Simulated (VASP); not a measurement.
The system is CdTe.

```xyz
2
Lattice="0.0000 3.2050 3.2050 3.2050 0.0000 3.2050 3.2050 3.2050 0.0000" Properties=species:S:1:pos:R:3 pbc="T T T"
Cd    0.0000    0.0000    0.0000
Te    1.6025    1.6025    1.6025
```

| Property | Result |
| --- | --- |
| Program | VASP 6.6.1 |
| Task | relaxation of cell and atoms |
| Functional | r2SCAN |
| Potentials or basis | VASP PAW PBE potentials, release 64 (Cd, Te) |
| Cutoff | 600 eV |
| k mesh | 8 × 8 × 8 |
| Occupations | gaussian, width 0.03 eV |
| Spin | no spin polarisation |

At the start: pressure 3.3 GPa; volume 32.92 Å³/atom.

Q: Where does the relaxation end?

A: Over 3 steps the energy falls by 23.1 meV/atom and the volume is 35.30 Å³/atom (+7.2 %); space group F-43m (No. 216, to 0.05 Å).

Step by step:
```
step  energy change (eV)  largest force (eV/Å)  pressure (GPa)  volume (Å³)
   1              0.0000                0.0000            3.32        65.84
   2             -0.0398                0.0000           -1.02        72.57
   3             -0.0462                0.0000            0.01        70.60
```

Final structure:
```yaml
crystal:
  lattice:
    - [0.00000, 3.28041, 3.28041]
    - [3.28041, 0.00000, 3.28041]
    - [3.28041, 3.28041, 0.00000]
  atoms:
    - { symbol: Cd, position: [0.00000, 0.00000, 0.00000] }
    - { symbol: Te, position: [0.25000, 0.25000, 0.25000] }
```

Caveat: the PAW data sets were made with another functional, which shifts forces and pressure a little.
